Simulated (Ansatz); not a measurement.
# Ti (fcc type): the cost of one run

Method: DFT, PBE, PAW with Ansatz's default frozen-core files, scalar-relativistic, in Ansatz 0.2.0.

## Step 1: Starting point

The structure is cubic, space group Fm-3m (No. 225). The conventional cell has a = 4.113 Å, b = 4.113 Å, c = 4.113 Å, α = 90.00°, β = 90.00°, γ = 90.00°. Around Ti (site symmetry m-3m) lie 12 Ti at 2.91 Å.

Coordinates:

```cif
data_structure
_symmetry_space_group_name_H-M 'P 1'
_symmetry_Int_Tables_number 1
_cell_length_a 2.9085
_cell_length_b 2.9085
_cell_length_c 2.9085
_cell_angle_alpha 60.000
_cell_angle_beta 60.000
_cell_angle_gamma 60.000
_cell_volume 17.40
loop_
_atom_site_label
_atom_site_type_symbol
_atom_site_fract_x
_atom_site_fract_y
_atom_site_fract_z
_atom_site_occupancy
Ti1 Ti 0.00000 0.00000 0.00000 1
```

Whether this phase is the stable one at these pressures isn't tested.

## Step 2: Cell relaxed at zero pressure, PAW

File input.yaml:

```yaml
crystal:
  lattice:
    - [0.0, 2.0565919077, 2.0565919077]
    - [2.0565919077, 0.0, 2.0565919077]
    - [2.0565919077, 2.0565919077, 0.0]
  atoms:
    - { symbol: Ti, position: [0.0, 0.0, 0.0] }
kpoints:
  mp_grid: { grid: [18, 18, 18] }
scf:
  occupations: { method: fermi_dirac, width: 0.08 }
hamiltonian:
  xc: pbe
  pseudopotentials: { kind: paw }
output:
  forces: true
  stress: true
  write_density: true
  write_potential: true
  elf: true
  volumetric_format: npy
relax:
  f_tol: 0.005
  max_steps: 40
  cell: {}
```

The run is started by

```
$ ansatz run input.yaml --threads 1 --pin off --max-ram 2048MiB --backend cpu --events-out ev --progress --plain --runs-dir out
```

Q: Estimate wall time and peak memory on 1 thread of Intel Xeon 6975P-C (Granite Rapids), shared host.

About 3.5 s, with a peak of 0.4 GiB.
